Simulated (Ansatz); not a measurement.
# CuO (Tenorite) (C2/c) in Ansatz: notebook

Aim: see how the results for CuO (Tenorite) move with the level of theory and the settings. Levels: LDA, PBE+U, BLYP+D3(BJ). Tasks: density of states, band structure, single point, equation of state.

All numbers are computed with Ansatz 0.2.0; they aren't measurements. Logs are shortened: lines on timing, memory, paths and dates and some standing lists are left out, and cuts for length are marked.

## 1. The structure

Symmetry: C2/c, No. 15, monoclinic system. The conventional cell has a = 4.684 Å, b = 3.423 Å, c = 5.129 Å, α = 90.00°, β = 99.54°, γ = 90.00°. Around Cu (site symmetry -1) lie 4 O at 1.95 to 1.96 Å. O (site symmetry 2) is surrounded by 4 Cu at 1.95 to 1.96 Å.

## 2. Density of states, LDA

input.yaml reads:

```yaml
crystal:
  lattice:
    - [2.34185, -1.7113, 0.0]
    - [2.34185, 1.7113, 0.0]
    - [-0.8500274268, 0.0, 5.0578693947]
  atoms:
    - { symbol: Cu, position: [0.5, 0.0, 0.5] }
    - { symbol: Cu, position: [0.0, 0.5, 0.0] }
    - { symbol: O, position: [0.4184, 0.5816, 0.75] }
    - { symbol: O, position: [0.5816, 0.4184, 0.25] }
hamiltonian:
  xc: lda
  pseudopotentials: { kind: paw }
kpoints:
  mp_grid: { grid: [10, 10, 5] }
scf:
  occupations: { method: fermi_dirac, width: 0.05 }
  n_extra_bands: 10
output:
  forces: true
  stress: true
  eigenvalues: true
  dos: { projected: false, de: 0.05, nscf_kmesh: { grid: [15, 15, 8] } }
```

Potentials or basis: Ansatz PAW.

Started as:

```console
$ ansatz run input.yaml --threads 2 --pin off --max-ram 5120MiB --backend cpu --events-out ev --progress --plain --runs-dir out
```

What it wrote:

```text
Warning: RAYON_NUM_THREADS=2 ignored (pool sized by the plan → 2); use --threads N
scf.n_extra_bands = 10 over 25 filled bands (N_el = 50.0): the run solves 35 bands
Engine: ansatz 0.2.0, aarch64-unknown-linux-gnu
Pseudopotentials: kind: paw
Pseudopotential: Cu, paw, valence charge 19, recommended cutoff 420 eV (normal), Cu.paw.azcp
Pseudopotential: O, paw, valence charge 6, recommended cutoff 420 eV (normal), O.paw.azcp
Functional definition: SPW92
  exchange = slater_x
  correlation = pw_c
Crystal: 4 atoms, lattice volume = 40.540 Å³
Basis set: ecut = 420 eV, 787 PW (Γ)
Bands: 35, of which v1, the nominal top of the filled ones, is band 25 counted from 1 (24 counted from 0)
Symmetry: 4 space group operations
Space group: C2/c (ITA 15), of the structure as read, at distance tolerance 3.4e-5 Å
k-points: 141 of 500
Non-local potential: Cu, projectors of the file, l = 0: 3, l = 1: 2, l = 2: 3, l = 3: 1
Non-local potential: O, projectors of the file, l = 0: 2, l = 1: 2, l = 2: 1
PAW form: soft (Blöchl's): semilocal exchange-correlation on the pseudo side does not see the compensation charge
PAW frozen core: Cu, regenerated for the run's functional, and the local potential with it (the file was generated under x = pbe(κ = 0.804, μ = 0.2195149727645171), c = pbe(β = 0.06672455060314922))
PAW frozen core: O, regenerated for the run's functional, and the local potential with it (the file was generated under x = pbe(κ = 0.804, μ = 0.2195149727645171), c = pbe(β = 0.06672455060314922))
PAW one-centre angular grid: Cu, 590 points (default); XC on 64 Gauss nodes
PAW one-centre angular grid: O, 110 points (default); XC on 64 Gauss nodes
Initial density: superposition of atomic densities (neutral atoms: chi_scale 0, normalization atom), corrected by the library's trained network
Initial wavefunctions: pseudopotential atomic-orbital guess
Functional: x = slater, c = lda
SCF iter   1: F=—  HF=-14219.187389 eV  |F-HF|=—  |Δ(HF+E_count)|=         —  Δρ=2.34e-2  dr2=1.43e-1  ethr=1.77e-3  ⟨swp⟩=5.5  Hψ=18536  notcnv=0  defer=103
preconditioner: auto → Kerker (q_TF=auto, 2.825 Å⁻¹)  [metal: Δε(μ)=0.011 eV  Ē_g=15.499 eV  σ=0.050 eV  W_gap=0.05  n_scr=20 (ndim 8)  ℏωp=34.0 eV  f_vac=0.000  D(μ)=2.30/eV (n_scr^D=26)]
SCF iter   2: F=—  HF=-14219.149796 eV  |F-HF|=—  |Δ(HF+E_count)|=   3.76e-2  Δρ=9.77e-3  dr2=3.66e-2  ethr=2.86e-4  ⟨swp⟩=2.3  Hψ=8432  notcnv=0  defer=455
SCF iter   3: F=—  HF=-14219.141943 eV  |F-HF|=—  |Δ(HF+E_count)|=   7.85e-3  Δρ=3.95e-3  dr2=5.62e-3  ethr=7.31e-5  ⟨swp⟩=2.2  Hψ=5788  notcnv=0  defer=455
SCF iter   4: F=—  HF=-14219.140397 eV  |F-HF|=—  |Δ(HF+E_count)|=   1.55e-3  Δρ=1.08e-3  dr2=3.55e-4  ethr=1.12e-5  ⟨swp⟩=2.6  Hψ=6890  notcnv=0  defer=455
SCF iter   5: F=—  HF=-14219.140311 eV  |F-HF|=—  |Δ(HF+E_count)|=   8.61e-5  Δρ=2.51e-4  dr2=2.99e-5  ethr=7.10e-7  ⟨swp⟩=1.7  Hψ=6096  notcnv=0  defer=455
SCF iter   6: F=—  HF=-14219.140299 eV  |F-HF|=—  |Δ(HF+E_count)|=   1.14e-5  Δρ=5.98e-5  dr2=1.13e-6  ethr=5.97e-8  ⟨swp⟩=2.4  Hψ=6637  notcnv=0  defer=455
SCF iter   7: F=—  HF=-14219.140299 eV  |F-HF|=—  |Δ(HF+E_count)|=   6.35e-8  Δρ=2.98e-5  dr2=3.66e-7  ethr=2.26e-9  ⟨swp⟩=2.2  Hψ=6929  notcnv=0  defer=455
SCF iter   8: F=-14219.140299 eV  HF=-14219.140299 eV  |F-HF|=3.27e-8  |Δ(HF+E_count)|=   8.75e-8  Δρ=7.46e-6  dr2=1.92e-8  ethr=2.00e-10  ⟨swp⟩=7.1  Hψ=23184  notcnv=0
SCF 1 converged in 8 iterations: F = -14219.140299 eV  dr2 = 1.92e-8
NSCF: frozen V_eff on 488 k-points
SCF converged after 8 iterations
Free energy (F): -14219.140299 eV
Harris-Foulkes:  -14219.140299 eV  (|F-HF|=3.27e-8)
Internal energy: -14219.120965 eV  (E = F + TS)
E sigma→0 (E₀):  -14219.130632 eV
Entropy (-TS):   -0.019334 eV (-4.833 meV/atom)
Fermi energy:    11.779339 eV
--- Per-component energies (eV) ---
  E_band       = -868.090519
  E_kinetic    = 940.798479
  E_local      = -9664.371759  (includes V_loc(G=0)·N_el)
  E_nonlocal   = 889.998121
  E_hartree    = 4175.104685
  E_xc         = -320.100632
  E_vxc        = -413.509058  (∫ρ·V_xc dr)
  E_paw        = -3477.320602  (= ΣΔE_a)
  E_vpaw       = -971.232685  (= ΣTr[D̂ρ^β])
  E_aug_tail   = 0.005512  (compensation charges beyond the density's cutoff)
  E_ewald      = -6764.327933
  E_core_change = 1.093163  (= ΣΔE_core)
  E_smearing   = -0.019334  (= −TS)
  E_closure    = -0.000000  (closes the sum)
  Σ components = -14219.140299   (vs F -14219.140299, Δ=0.00e0)
--- Forces (eV/Å), atoms counted from 1 ---
  atom   1  Cu     0.00000000     0.00000000     0.00000000
  atom   2  Cu     0.00000000     0.00000000     0.00000000
  atom   3  O      0.00000000    -0.47300636    -0.00000000
  atom   4  O      0.00000000     0.47300636     0.00000000
  max |Σ_I F_I| component: 6.31e-30 eV/Å
--- Stress (GPa, compression-positive) ---
      -10.630923      -0.000000       0.265408
       -0.000000      -5.629177      -0.000000
        0.265391      -0.000000     -12.530582
  P = ⅓ Tr σ = -9.5969 GPa (-95.969 kbar)
--- Band table (eV; the first three rows and the last of 141) ---
  k-point 0: bands = ["-99.9513", "-99.9507", "-57.9290", "-57.9288", "-57.8934", "-57.8844", "-57.4824", "-57.4818", "-7.9075", "-6.5025", "3.5225", "6.1557", "6.5656", "8.4424", "8.6684", "8.6743", "8.6886", "8.8059", "9.0967", "9.1682", "9.3970", "9.5733", "9.6309", "10.1436", "12.0010", "12.7252", "13.4794", "17.7027", "19.8113", "24.9199", "27.3268", "27.9696", "28.3807", "28.5313", "29.5811"]
  k-point 1: bands = ["-99.9513", "-99.9507", "-57.9290", "-57.9288", "-57.8926", "-57.8853", "-57.4823", "-57.4819", "-7.7953", "-6.6660", "3.9123", "6.2370", "6.5944", "7.8499", "8.1175", "8.1854", "8.8221", "9.0074", "9.2715", "9.2962", "9.5048", "9.7002", "9.8769", "10.0363", "11.9635", "12.5670", "14.0086", "17.1680", "20.6305", "24.9688", "26.7518", "26.8523", "28.4150", "28.8373", "30.0404"]
  k-point 2: bands = ["-99.9511", "-99.9509", "-57.9289", "-57.9288", "-57.8903", "-57.8875", "-57.4822", "-57.4820", "-7.4843", "-7.0572", "4.9597", "6.3680", "6.4431", "6.6360", "7.7425", "7.8054", "8.9777", "9.0714", "9.3505", "9.4304", "9.4749", "9.7006", "10.1620", "10.2739", "11.9212", "12.1912", "15.1011", "16.2071", "22.3204", "24.2547", "25.7271", "26.1585", "28.6406", "28.9358", "29.9526"]
  k-point 140: bands = ["-99.9496", "-99.9495", "-57.9428", "-57.9415", "-57.8894", "-57.8874", "-57.4911", "-57.4902", "-6.4305", "-6.3177", "4.8661", "5.3824", "6.0934", "6.1638", "6.5514", "6.9504", "8.9329", "9.2298", "9.5392", "9.5617", "10.0614", "10.0663", "10.4554", "10.5518", "11.0782", "11.7294", "16.3005", "17.4648", "20.2654", "20.9640", "24.3782", "24.4783", "27.2719", "27.4414", "27.7192"]
```

Run time: 14 s. Hardware: 2 threads of Arm Neoverse V1, shared host; peak memory 0.53 GiB.

Results:

| Quantity | Value |
| --- | --- |
| Free energy | -14219.1403 eV |
| Pressure | -9.6 GPa |
| Largest force | 0.473 eV/Å |
| Band gap on the k mesh | none (metal or under the smearing width) |
| Density of states at the Fermi level | 2.32 states/eV per cell |

Forces in eV/Å, atoms in the order of the input:
```
Cu   0.000  0.000  0.000
Cu   0.000  0.000  0.000
O    0.000 -0.473  0.000
O    0.000  0.473  0.000
```

Stress tensor (GPa, compression positive):
```
-10.63   0.00   0.27
  0.00  -5.63   0.00
  0.27   0.00 -12.53
```

Levels at points of the mesh, in eV from the Fermi level:
| k point | band 21 | band 22 | band 23 | band 24 | band 25 | band 26 | band 27 | band 28 | band 29 | band 30 |
| --- | --- | --- | --- | --- | --- | --- | --- | --- | --- | --- |
| (0.00, 0.00, 0.00) | -2.38 | -2.21 | -2.15 | -1.64 | 0.22 | 0.95 | 1.70 | 5.92 | 8.03 | 13.14 |
| (0.00, -0.50, 0.00) | -2.02 | -1.58 | -1.49 | -1.40 | -0.01 | 0.25 | 4.71 | 6.19 | 6.84 | 10.94 |
| (-0.50, -0.50, 0.00) | -2.12 | -2.12 | -1.68 | -1.20 | -0.64 | 1.07 | 3.21 | 6.91 | 8.35 | 9.85 |

States per cell in windows of 0.5 eV (zero at the Fermi level; states under -8 eV left out):
| from (eV) | total |
| --- | --- |
| -8.0 | 0.18 |
| -7.5 | 1.08 |
| -7.0 | 1.27 |
| -6.5 | 1.33 |
| -6.0 | 2.42 |
| -5.5 | 2.11 |
| -5.0 | 1.34 |
| -4.5 | 1.43 |
| -4.0 | 0.76 |
| -3.5 | 0.30 |
| -3.0 | 3.66 |
| -2.5 | 6.51 |
| -2.0 | 4.58 |
| -1.5 | 1.10 |
| -1.0 | 0.92 |
| -0.5 | 1.08 |
| 0.0 | 1.36 |
| 0.5 | 0.54 |
| 1.0 | 0.00 |
| 1.5 | 0.01 |
| 2.0 | 0.04 |
| 2.5 | 0.06 |
| 3.0 | 0.11 |
| 3.5 | 0.19 |
| 4.0 | 0.33 |
| 4.5 | 0.67 |
| 5.0 | 0.73 |
| 5.5 | 0.76 |
| 6.0 | 0.92 |
| 6.5 | 0.19 |
| 7.0 | 0.10 |
| 7.5 | 0.25 |

Caveat: the pressure holds a Pulay correction of +0.9 GPa for the finite cutoff; the run has no spin polarisation, though such a crystal can be magnetic; semilocal functionals often make such compounds metallic where correlation or magnetic order opens a gap, which also shifts bond lengths; the PAW data sets come from PBE, with cores solved anew for the run's functional, which leaves a small shift of forces and pressure. With open d or f shells a metallic result of LDA can be an artefact of self-interaction; +U or a hybrid may open a gap.

## 3. Band structure, PBE+U

Changes to input.yaml since step 2:

```diff
@@ -11,6 +11,15 @@
 hamiltonian:
-  xc: lda
+  xc: pbe
   pseudopotentials: { kind: paw }
+  hubbard: { sites: [{ species: Cu, l: d, u_eff: 5.3 }] }
 kpoints:
   mp_grid: { grid: [10, 10, 5] }
+  band_path:
+    path:
+      - [[0.0, 0.0, 0.0], [-0.5, -0.5, 0.0], [-0.5247847702, -0.5247847702, 0.3275098836], [-0.5, -0.5, 0.5], [-0.6335075857, -0.3664924143, 0.5]]
+      - [[-0.3664924143, 0.3664924143, 0.5], [0.0, 0.0, 0.5], [-0.4752152298, -0.4752152298, 0.6724901164]]
+      - [[-0.5, -0.5, 0.0], [-0.612731633, -0.387268367, 0.0]]
+      - [[-0.387268367, 0.387268367, 0.0], [0.0, 0.0, 0.0], [-0.5, 0.0, 0.0]]
+      - [[-0.5, 0.0, 0.5], [0.0, 0.0, 0.0]]
+    npoints: 14
 scf:
@@ -22,2 +31,2 @@
   eigenvalues: true
-  dos: { projected: false, de: 0.05, nscf_kmesh: { grid: [15, 15, 8] } }
+  fatbands: false
```

Potentials or basis: Ansatz PAW.

Started as:

```console
$ ansatz run input.yaml --threads 2 --pin off --max-ram 5120MiB --backend cpu --events-out ev --progress --plain --runs-dir out
```

It took 11 s on 2 threads of Arm Neoverse V1, shared host; peak memory 0.51 GiB.

It converged, with:

```yaml
Free_energy: -14380.0719 eV
Pressure: 8.3 GPa
Largest_force: 0.129 eV/Å
Band_gap_on_the_k_mesh: none (metal or under the smearing width)
```

Forces on the atoms (eV/Å):
```
Cu   0.000  0.000  0.000
Cu   0.000  0.000  0.000
O    0.000 -0.129  0.000
O    0.000  0.129  0.000
```

Stress tensor (GPa, compression positive):
```
 8.69  0.00 -1.58
 0.00  8.35  0.00
-1.58  0.00  7.97
```

Levels at the corners of the path, in eV from the Fermi level:
```tsv
point	band 22	band 23	band 24	band 25	band 26	band 27	band 28	band 29
Γ	-2.71	-2.62	-2.28	0.25	1.01	2.06	6.60	8.67
Y	-3.47	-2.14	-2.08	-1.01	1.16	3.95	7.76	9.12
F	-2.51	-2.27	-1.84	-0.84	0.22	4.86	6.78	9.36
L	-2.58	-1.95	-1.95	-0.44	-0.44	5.84	5.84	9.62
I	-2.69	-2.28	-2.28	-0.34	-0.34	6.44	6.44	9.70
I1	-2.69	-2.28	-2.28	-0.34	-0.34	6.44	6.44	9.70
Z	-3.04	-1.85	-1.85	0.32	0.32	4.37	4.37	12.29
F1	-2.51	-2.27	-1.84	-0.84	0.22	4.86	6.78	9.36
Y	-3.47	-2.14	-2.08	-1.01	1.16	3.95	7.76	9.12
X1	-2.97	-2.21	-1.95	-1.55	0.99	5.42	7.84	8.36
X	-2.97	-2.21	-1.95	-1.55	0.99	5.42	7.84	8.36
Γ	-2.71	-2.62	-2.28	0.25	1.01	2.06	6.60	8.67
N	-2.52	-2.27	-1.85	0.07	0.33	5.48	6.89	7.45
M	-2.73	-2.71	-2.54	-0.20	0.79	5.67	7.11	8.61
Γ	-2.71	-2.62	-2.28	0.25	1.01	2.06	6.60	8.67
```

Eigenvalues of the final occupation matrices:
| site | spin | trace | eigenvalues |
| --- | --- | --- | --- |
| site 1 | 1 | 4.76 | 0.79 0.98 0.99 1.00 1.00 |
| site 2 | 1 | 4.76 | 0.79 0.98 0.99 1.00 1.00 |

Caveat: the pressure holds a Pulay correction of +0.7 GPa for the finite cutoff; the run has no spin polarisation, though such a crystal can be magnetic; U without spin polarisation on a metal has little footing.

(Part 1 of 2 ends here.)
